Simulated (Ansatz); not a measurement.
Crystal: TiTe.

```
CELL_PARAMETERS angstrom
0.00000 3.05007 3.05007
3.05007 0.00000 3.05007
3.05007 3.05007 0.00000
ATOMIC_POSITIONS crystal
Ti 0.50000 0.50000 0.50000
Te 0.00000 0.00000 0.00000
```

The cell comes from a database or a generator and needn't be the stable form of this composition.

Base run:

```yaml
Program: Ansatz 0.2.0
Functional: r2SCAN
Potentials_or_basis: Ansatz PAW
Cutoff: "500 eV (not typed: the program's choice for these potentials)"
k_mesh: 8 × 8 × 8
Occupations: fermi-dirac, width 0.05 eV
Spin: no spin polarisation
Hubbard_terms: Ti d U = 2 eV
```

Its results: band gap on the k mesh none (metal or under the smearing width); pressure -9.7 GPa.

Question: The run is repeated on the same cell with these changes: hubbard terms from Ti d U = 2 eV to Ti d U = 5 eV. What comes out?

Answer: Band gap on the k mesh none (metal or under the smearing width); pressure -7.2 GPa.

Caveats: U without spin polarisation on a metal has little footing; the PAW data sets come from PBE, with cores solved anew for the run's functional, which leaves a small shift of forces and pressure; the U is typed as a test and isn't derived for this compound.
